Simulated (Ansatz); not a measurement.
# Strain and the gap of NaI (CsCl type)

NaI built on the CsCl prototype, relaxed with r2SCAN in Ansatz 0.2.0. Space group Pm-3m (No. 221), cubic; conventional cell a = 4.041 Å, 32.98 Å³ an atom. Na is surrounded by 8 I at 3.50 Å; I is surrounded by 8 Na at 3.50 Å.

The axes x, y and z are those of this cell:
```
CELL_PARAMETERS angstrom
4.04054 0.00000 0.00000
0.00000 4.04054 0.00000
0.00000 0.00000 4.04054
ATOMIC_POSITIONS crystal
Na 0.00000 0.00000 0.00000
I 0.50000 0.50000 0.50000
```

Unstrained: With PBE the valence top lies at M and the conduction bottom at Γ, 2.300 eV higher; the smallest vertical gap, at M, is 2.794 eV. r2SCAN gives an indirect gap of 3.056 eV, from M to Γ; the least direct gap is 3.357 eV at M. With HSE06 the valence top lies at M and the conduction bottom at Γ, 3.243 eV higher; the smallest vertical gap, at M, is 3.670 eV. Meshes: PBE 6×6×6, r2SCAN 6×6×6, HSE06 4×4×4. Strains are changes of length per length. After each strain the atoms were relaxed again with r2SCAN within the symmetry that the strain leaves, so tilts or polar shifts that break it weren't tested; points keep the names that they have in the unstrained zone. These are computed values for a spin-unpolarised cell that may be hypothetical; none is a measurement.

Changes of the least gap in eV (an overlap counts as a negative gap):

| strain | volume change (%) | space group | PBE | r2SCAN | HSE06 | energy rise, r2SCAN (meV/atom) |
| --- | --- | --- | --- | --- | --- | --- |
| isotropic -2.45 % on every length | -7.2 | Pm-3m | +0.119 | +0.133 | +0.129 | 10.9 |
| biaxial +3.14 % in x and y, z held | +6.4 | P4/mmm | -0.227 | -0.251 | -0.240 | 9.9 |

Isotropic -2.45 % on every length. r2SCAN: the gap goes from 3.056 to 3.189 eV (+0.133 eV); it turns from indirect (M → Γ) to direct (M). HSE06: the gap goes from 3.243 to 3.372 eV (+0.129 eV). Stress change with r2SCAN, compression positive: xx +1.59, yy +1.59, zz +1.59 GPa. For HSE06, dE_g/d ln V = -1.7 eV over this step.

Biaxial +3.14 % in x and y, z held. HSE06: the gap goes from 3.243 to 3.003 eV (-0.240 eV). Stress change with r2SCAN, compression positive: xx -1.42, yy -1.42, zz +0.04 GPa.

Spin-orbit coupling is left out, which matters wherever the heavy atoms make up the band edges.

The meshes of the hybrids are coarse, so their gaps aren't converged to the digits shown.
